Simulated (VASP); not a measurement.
O: single point with PBE

Crystal: O.

```
O
1.0
    -0.22035    2.22566    3.35415
     1.31227   -0.00874    3.26226
     1.35507    2.10986   -0.02442
O
2
Direct
  0.09072 0.08465 0.91621
  0.90928 0.91535 0.08379
```

The cell isn't the ideal one: cell sheared at random, sigma 0.06, atoms nudged by 0.01 Å.

| Item | Value |
| --- | --- |
| Program | VASP 6.6.1 |
| Task | single point |
| Functional | PBE |
| Potentials or basis | VASP PAW PBE potentials, release 64 (O) |
| Cutoff | 520 eV |
| k mesh | 11 × 12 × 12 |
| Occupations | fermi-dirac, width 0.05 eV |
| Spin | no spin polarisation |
| Further INCAR settings | ALGO = Normal; EDIFF = 1e-07; NBANDS = 13 |

```yaml
Pressure: 18.9 GPa
Largest_force: 5.551 eV/Å
Band_gap_on_the_k_mesh: none (metal or under the smearing width)
```

Forces on the atoms (eV/Å):
```
O   -0.051 -0.058  5.550
O    0.051  0.058 -5.550
```

Stress tensor (GPa, compression positive):
```
-0.40  0.22  2.36
 0.22 -5.13 -0.89
 2.36 -0.89 62.08
```

Levels at points of the mesh, in eV from the Fermi level:
```
           k point  band 3  band 4  band 5  band 6  band 7  band 8  band 9  band 10
(0.00, 0.00, 0.00)   -9.71   -6.75   -6.20    0.37    1.22    9.36   12.16    15.80
(0.00, 0.50, 0.00)   -9.42   -7.77   -6.49   -1.14    1.00   10.86   14.34    15.29
(0.00, 0.00, 0.50)   -9.57   -7.86   -7.06   -1.36    0.50   10.85   13.04    15.69
(0.00, 0.50, 0.50)   -9.30   -7.79   -6.64   -2.13    0.49   10.73   11.74    16.17
```

It took 4.5 min on 1 thread of Intel(R) Xeon(R) Platinum 8175M CPU @ 2.50GHz (Skylake/Cascade Lake) (shared host), peak memory 0.27 GiB.

Caveat: the standard files for N, O and F lose accuracy on very short bonds; spin is off for a triplet molecule; so large a pressure means that the cell lies far from this level's equilibrium, or that cutoff or potentials fall short; forces of over 1 eV/Å show positions far from the minimum, so gaps and moduli don't describe the material at rest.
